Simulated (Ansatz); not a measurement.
Si3N4:

```xyz
7
Lattice="4.1308 0.0000 0.0000 0.0000 4.1308 0.0000 0.0000 0.0000 4.1308" Properties=species:S:1:pos:R:3 pbc="T T T"
Si    0.0000    0.0000    2.0654
Si    2.0654    0.0000    0.0000
Si    0.0000    2.0654    0.0000
N     0.9894    0.9894    3.1414
N     3.1414    3.1414    3.1414
N     0.9894    3.1414    0.9894
N     3.1414    0.9894    0.9894
```

The cell was built by a generator and needn't be a form met in nature.

```yaml
Program: Ansatz 0.2.0
Task: relaxation of cell and atoms
Functional: RPBE
Potentials_or_basis: Ansatz PAW
Cutoff: "420 eV (not typed: the program's choice for these potentials)"
k_mesh: 7 × 7 × 7
Occupations: fermi-dirac, width 0.05 eV
Spin: no spin polarisation
```

At the start: volume 10.07 Å³/atom.

Q: How do energy, volume and symmetry change on relaxing?

A: It ends after 7 steps and the volume is 10.24 Å³/atom (+1.7 %); space group P-43m (No. 215, to 0.05 Å).

Step by step:
| step | energy change (eV) | largest force (eV/Å) | volume (Å³) |
| --- | --- | --- | --- |
| 1 | 0.0000 | 0.1179 | 70.48 |
| 2 | -0.0087 | 0.1154 | 71.18 |
| 3 | -0.0108 | 0.0296 | 71.65 |
| 4 | -0.0109 | 0.0033 | 71.67 |
| 5 | -0.0141 | 0.0032 | 71.67 |
| 6 | -0.0141 | 0.0000 | 71.69 |
| 7 | -0.0143 | 0.0000 | 71.69 |

Final structure:
```
Si N
1.0
     4.15421    0.00000    0.00000
     0.00000    4.15421    0.00000
     0.00000    0.00000    4.15421
Si N
3 4
Cartesian
  0.0000 0.0000 2.0771
  2.0771 0.0000 0.0000
  0.0000 2.0771 0.0000
  0.9943 0.9943 3.1599
  3.1599 3.1599 3.1599
  0.9943 3.1599 0.9943
  3.1599 0.9943 0.9943
```

Caveat: the plane-wave basis is chosen anew once the cell has moved, so the energies of steps on either side of that aren't comparable; the pressure holds a Pulay correction of +0.4 GPa for the finite cutoff; the PAW data sets come from PBE, with cores solved anew for the run's functional, which leaves a small shift of forces and pressure.
